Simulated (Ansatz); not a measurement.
**BN on a mismatched substrate**

These are results of DFT r2SCAN, scalar-relativistic, plane waves, PAW (Ansatz 0.2.0), not measurements. Run with 500 eV cutoff, 12×12×4 k-mesh, Gaussian smearing of 0.02 eV, no spin polarisation.

Starting point, cell and atoms relaxed:

```xyz
4
Lattice="2.5009 0.0000 0.0000 -1.2505 2.1659 0.0000 0.0000 0.0000 6.8743" Properties=species:S:1:pos:R:3 pbc="T T T"
B     0.0000    1.4439    1.7186
B     1.2505    0.7220    5.1557
N     0.0000    1.4439    5.1557
N     1.2505    0.7220    1.7186
```

The a-b plane is strained alike in both directions, as on a substrate, while c and the atoms relax within the symmetry that the strain leaves. Stress is positive in compression; energies are free energies at the smearing used, per atom.

| strain (%) | c (Å) | σ in plane (GPa) | ΔE (meV/atom) |
| --- | --- | --- | --- |
| -6.0 | 6.8768 | 86.36 | 262.24 |
| -4.0 | 6.8900 | 52.04 | 110.56 |
| -2.0 | 6.8895 | 23.59 | 26.22 |
| +0.0 | 6.8743 | -0.01 | 0.00 |
| +2.0 | 6.8733 | -19.52 | 23.75 |
| +4.0 | 6.8575 | -35.56 | 90.27 |
| +6.0 | 6.8301 | -48.71 | 193.22 |

Task: Get the biaxial modulus twice, from the stresses and from the energies of the innermost pair.

Result: From stress: M = −Δσ/Δε = (23.59 − (-19.52)) / 0.040 = 1078 GPa. Two in-plane directions each store σε/2, so the energy density is Mε²: M = (mean ΔE)/(V ε²) = 24.98 meV / (9.309 Å³ × 0.020²) × 0.16022 GPa Å³/meV = 1075 GPa. The two agree.

Task: How well does Mε², with M from the stresses, predict the outermost points?

Result: 225.4 meV predicted against 262.2 computed at -6.0 %; 225.4 meV predicted against 193.2 computed at +6.0 %. Compression costs more than stretching, the usual sign of bonds that stiffen as they shorten.

Task: How does c respond, and up to what thickness can a film with 1 % or 2 % misfit stay coherent on a thick substrate?

Result: c answers with ε_c = −0.06 ε. In an isotropic solid that ratio is 2ν/(1 − ν), so ν = r/(2 + r) = 0.03. A film of thickness h stores Mε²h per area, 107.8 mJ/m² per nm at 1 %. The Matthews–Blakeslee balance for pure edge misfit dislocations, h = b/(8πf(1 + ν)) × (ln(h/b) + 1), with b taken as the in-plane vector a = 2.50 Å, solved by iteration, gives 3.5 nm at f = 1 % and 1.3 nm at 2 %. This is an isotropic estimate in which the moduli cancel; the real Burgers vector, glide system, anisotropy and slow kinetics can shift it by a factor of a few, mostly upward.